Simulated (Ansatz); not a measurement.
## Run on Gd (Fm-3m) — spin–orbit coupling, moments along [001]

All numbers below come from DFT, PBE, PAW with Ansatz's default frozen-core files, fully relativistic files with spin-orbit coupling (Ansatz 0.2.0).

Command: `ansatz run input.yaml --threads 2 --pin off --max-ram 4096MiB --backend cpu --events-out ev --progress --plain --runs-dir out`

```yaml
crystal:
  lattice:
    - [0.0, 2.5858190855, 2.5858190855]
    - [2.5858190855, 0.0, 2.5858190855]
    - [2.5858190855, 2.5858190855, 0.0]
  atoms:
    - { symbol: Gd, position: [0.0, 0.0, 0.0], spin: 7.3, spin_axis: [0.0, 0.0, 1.0] }
magnetization:
  noncollinear: true
  spin_orbit: true
kpoints:
  mp_grid: { grid: [10, 10, 10] }
scf:
  occupations: { method: fermi_dirac, width: 0.025 }
  convergence: { dr2_threshold: 1.0e-09 }
  max_iter: 120
hamiltonian:
  xc: pbe
  pseudopotentials: { kind: paw_fr }
output:
  eigenvalues: false
  hubbard: { sites: [{ species: Gd, l: f }] }
```

The program prints:

```
settings of this run that can trade accuracy for cost: output.eigenvalues: false. Do not mix this run's numbers with those of runs without the same settings; the input reference describes each key
Gd: projections on atomic orbitals take those of the free atom [Kr 4d10] 4f7 5s2 5p6 5d1 6s2, of charge +0.00 (hamiltonian.pseudopotentials.projection_atoms); the dataset's partial waves leave at most 3.2e-4 of an orbital's norm unspanned inside its sphere
band count auto-derived: 32, from the close of a first SCF at 26 (N_el = 18.0; filled up to band 18; 26 by the electrons, moments and atoms)
Engine: ansatz 0.2.0
Pseudopotentials: kind: paw_fr
Pseudopotential: Gd, paw_fr, valence charge 18, recommended cutoff 420 eV (normal), Gd.paw.azcp#standard-fr
Functional definition: PBE
  parameter kappa = 0.804
  parameter beta = 0.06672455060314922
  exchange = pbe_x(kappa = kappa, mu = beta*pi^2/3)
  correlation = pbe_c(beta = beta)
Crystal: 1 atoms, lattice volume = 34.580 Å³
Basis set: ecut = 420 eV, 645 PW (Γ)
Bands: 26, of which v1, the nominal top of the filled ones, is band 18 counted from 1 (17 counted from 0)
Symmetry: 8 space group operations + 8 with time reversal
Magnetic group: BNS 139.537 (UNI 1197), of the structure as read, at distance tolerance 3.3e-5 Å
k-points: 102 of 1000 (time reversal used)
Projection manifold: j_resolved (fully-relativistic pseudo-atomic orbitals)
Non-local potential: Gd, projectors of the file, l = 0: 3, l = 1: 4, l = 2: 4, l = 3: 6
PAW form: soft (Blöchl's): semilocal exchange-correlation on the pseudo side does not see the compensation charge
PAW one-centre angular grid: Gd, 590 points (default); XC on 64 Gauss nodes
Initial density: superposition of atomic densities (chi_scale 0.1, normalization cell)
Starting moments: Σ|m| = 7.3 μB on 1 of 1 site
Initial wavefunctions: pseudopotential atomic-orbital guess
Functional: x = pbe(κ = 0.804, μ = 0.2195149727645171), c = pbe(β = 0.06672455060314922)
SCF iter   1: F=—  HF=-9339.940762 eV  |F-HF|=—  |Δ(HF+E_count)|=         —  Δρ=4.83e-1  dr2=1.25e0  dr2_m=1.85e1  ethr=3.10e-3  |M|=8.17e0 ∫|m|=8.17e0 μB  |m|>n=0.0e0 m-floor=0.0e0 τ_xc=0.0e0 mc-row=0.0e0  β_m=1.00  ⟨swp⟩=6.2  Hψ=13848  notcnv=0
preconditioner: auto → Kerker (q_TF=auto, 2.447 Å⁻¹)  [metal: Δε(μ)=0.009 eV  Ē_g=9.999 eV  σ=0.025 eV  W_gap=0.09  n_scr=14 (ndim 8)  ℏωp=25.3 eV  f_vac=0.000  D(μ)=2.11/eV (n_scr^D=14)]
spin=Noncollinear: Kerker preconditioning applied to the charge; magnetization (m_x, m_y, m_z) channels mix plain (no charge-response kernel on spin).
SCF iter   2: F=—  HF=-9336.491126 eV  |F-HF|=—  |Δ(HF+E_count)|=    3.45e0  Δρ=5.37e-2  dr2=6.01e-1  dr2_m=2.29e-1  ethr=3.10e-3  |M|=7.21e0 ∫|m|=7.21e0 μB  |m|>n=6.4e-5 m-floor=6.4e-5 τ_xc=9.5e-4 mc-row=6.4e-5  β_m=0.30  ⟨swp⟩=3.0  Hψ=6664  notcnv=0  defer=108
[...]
SCF 1, on 26 bands, converged in 22 iterations: F = -9342.296507 eV; the run's SCF on all bands comes behind
  greatest PAW one-centre occupation: 0.989 electrons in one spin orbital (limit 2), on the Gd atom at site 0 (counted from 0), in its partial waves of l = 0
The result of the SCF on 26 bands, without forces or a stress, told ahead of the SCF on all bands, whose result is the run's:
SCF converged after 22 iterations
Magnetization: |M| = 7.4945 μB,  M = (+0.0000, -0.0000, +7.4945) μB
Absolute magnetization: 7.4945 μB (∫|m|, with the PAW one-centre terms)
  site 0: m = (+0.0000, +0.0000, +7.2482) μB, |m| = 7.2482 μB  (R = 1.51 Å)
Free energy (F): -9342.296507 eV
Harris-Foulkes:  -9342.296507 eV  (|F-HF|=1.00e-10)
[...]
Initial density: handed on by an earlier stage of this run
Starting moments: Σ|m| = 7.3 μB on 1 of 1 site; this step starts from the density that it was given
[...]
eigensolver tolerance schedule: the retry pair's looser diagonalisation over-reported the residual by 212506.28 of it (diagonalisation noise at an unbounded share of the residual, at the tolerance the schedule requests for it); recorded, not acted on — ethr = c·dr2/N_el stays at c = 1.0e-1
preconditioner: auto → Kerker (q_TF=auto, 2.447 Å⁻¹)  [metal: Δε(μ)=0.012 eV  Ē_g=12.018 eV  σ=0.025 eV  W_gap=0.12  n_scr=14 (ndim 8)  ℏωp=25.3 eV  f_vac=0.000  D(μ)=2.74/eV (n_scr^D=26)]
spin=Noncollinear: Kerker preconditioning applied to the charge; magnetization (m_x, m_y, m_z) channels mix plain (no charge-response kernel on spin).
SCF iter   2: F=—  HF=-9342.296507 eV  |F-HF|=—  |Δ(HF+E_count)|=   1.41e-7  Δρ=2.29e-7  dr2=1.80e-11  dr2_m=4.19e-12  ethr=1.00e-12  |M|=7.49e0 ∫|m|=7.49e0 μB  |m|>n=0.0e0 m-floor=0.0e0 τ_xc=9.3e-4 mc-row=0.0e0  β_m=0.37  ⟨swp⟩=5.3  Hψ=10897  notcnv=0
SCF iter   3: F=-9342.296507 eV  HF=-9342.296507 eV  |F-HF|=1.82e-12  |Δ(HF+E_count)|=  3.64e-12  Δρ=1.45e-7  dr2=1.01e-11  dr2_m=1.64e-12  ethr=1.00e-12  |M|=7.49e0 ∫|m|=7.49e0 μB  |m|>n=0.0e0 m-floor=0.0e0 τ_xc=9.3e-4 mc-row=0.0e0  ⟨swp⟩=1.0  Hψ=7148  notcnv=0
SCF 2 converged in 3 iterations: F = -9342.296507 eV  dr2 = 1.01e-11
SCF converged after 25 iterations (22 of them on 26 bands)
Magnetization: |M| = 7.4945 μB,  M = (+0.0000, +0.0000, +7.4945) μB
Absolute magnetization: 7.4945 μB (∫|m|, with the PAW one-centre terms)
  site 0: m = (+0.0000, +0.0000, +7.2482) μB, |m| = 7.2482 μB  (R = 1.51 Å)
Free energy (F): -9342.296507 eV
Harris-Foulkes:  -9342.296507 eV  (|F-HF|=1.82e-12)
Internal energy: -9342.290711 eV  (E = F + TS)
E sigma→0 (E₀):  -9342.293609 eV
Entropy (-TS):   -0.005796 eV (-5.796 meV/atom)
Fermi energy:    11.692900 eV
--- Per-component energies (eV) ---
  E_band       = -43.626625
  E_kinetic    = 401.202807
  E_local      = -2168.976985  (includes V_loc(G=0)·N_el)
  E_nonlocal   = 290.006946
  E_hartree    = 895.108539
  E_xc         = -231.982110
  E_vxc        = -251.349592  (∫ρ·V_xc dr)
  E_paw        = -6459.581227  (= ΣΔE_a)
  E_vpaw       = -104.726889  (= ΣTr[D̂ρ^β])
  E_aug_tail   = 0.000000  (compensation charges beyond the density's cutoff)
  E_ewald      = -2068.068680
  E_smearing   = -0.005796  (= −TS)
  E_closure    = 0.000000  (closes the sum)
  Σ components = -9342.296507   (vs F -9342.296507, Δ=0.00e0)
--- Occupation matrices: 1 shell (Löwdin-built; ε = 2.00e-2, provisional) ---
  Gd0 f_4F: site group Oh (m-3m)
  Gd0 f_4F spinor Tr n = 7.0987  λ = 0.004 0.004 0.006 0.015 0.016 0.022 0.036 0.999 0.999 0.999 0.999 0.999 0.999 0.999  [7× z3 0.14 (T1u 0.43) G3/2u(0.56) | 7× x(x2-3y2) 0.14 (T2u 0.43) G3/2u(0.58)]
  Tr n, λ and their labels are of the run-group-symmetrised matrices; stabiliser: 16 of 96 elements of G0×{1,Θ} (closed), max defect 3.7e-15 at τ = 4.2e-3
settings of this run that can trade accuracy for cost: output.eigenvalues: false. Do not mix this run's numbers with those of runs without the same settings; the input reference describes each key
```

Site moments (μB): Gd (0.00, 0.00, 7.25). Cell moment 7.49 μB.

Without U a semilocal functional puts the f levels too near the Fermi level, which can change moments and the order of magnetic states; site and cell moments are spin moments. With open f shells a run can end in a state that isn't the lowest. None of this fixes the real material's magnetic order: only patterns that fit the cell were computed, at zero temperature, with a functional that can overstate moments.

It took 12 s on 2 threads of AMD EPYC 9R45 96-Core Processor (Zen 5), with other jobs on the host, peak memory 0.59 GiB.
